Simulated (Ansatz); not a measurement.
GaP: frozen-core PAW against all-electron methods

```
CELL_PARAMETERS angstrom
0.00000 2.69800 2.72525
2.69800 0.00000 2.72525
2.69800 2.69800 0.00000
ATOMIC_POSITIONS crystal
Ga 0.00000 0.00000 0.00000
P 0.75000 0.75000 0.75000
```

Atoms are numbered in the order listed.

The cell is COD entry 9008846, as deposited and not checked against the literature; nothing was relaxed. The listed cell was then made from it by scaling, straining or moving an atom.

Levels of theory: DFT, PBE, PAW with Ansatz's default frozen-core files, scalar-relativistic (Ansatz 0.2.0); DFT, PBE, all-electron PAW with datasets made for the crystal, scalar-relativistic (Ansatz 0.2.0); DFT, PBE, all-electron LAPW, scalar-relativistic (Ansatz 0.2.0).

For PAW: a Γ-centred 10×10×10 k mesh, Fermi–Dirac smearing of 0.05 eV, cutoff 420 eV, no spin polarisation. The crystal-made all-electron datasets (AE datasets) take a cutoff of 240 eV at this cell. LAPW targets a basis error of 0.5 meV/atom. The Ansatz runs share mesh, smearing and spin set-up. Plane-wave (PAW) pressures include the program's estimate of the Pulay term.

Stress and pressure are positive in compression.

The change that made this cell: equal xx and yy strain of -1 %.

| quantity | PAW | AE datasets | LAPW |
| --- | --- | --- | --- |
| pressure (GPa) | 4.35 | 4.32 | 4.32 |
| stress xx (GPa) | 4.60 | 4.57 | 4.57 |
| stress zz (GPa) | 3.85 | 3.82 | 3.82 |
| band gap (eV) | 1.522 | 1.524 | 1.524 |
| field gradient Vzz at Ga1 (10²¹ V/m²) | -0.20 | -0.20 | – |
| field gradient Vzz at P2 (10²¹ V/m²) | 0.14 | 0.13 | – |

PAW's pressure differs from the LAPW value by +0.03 GPa.
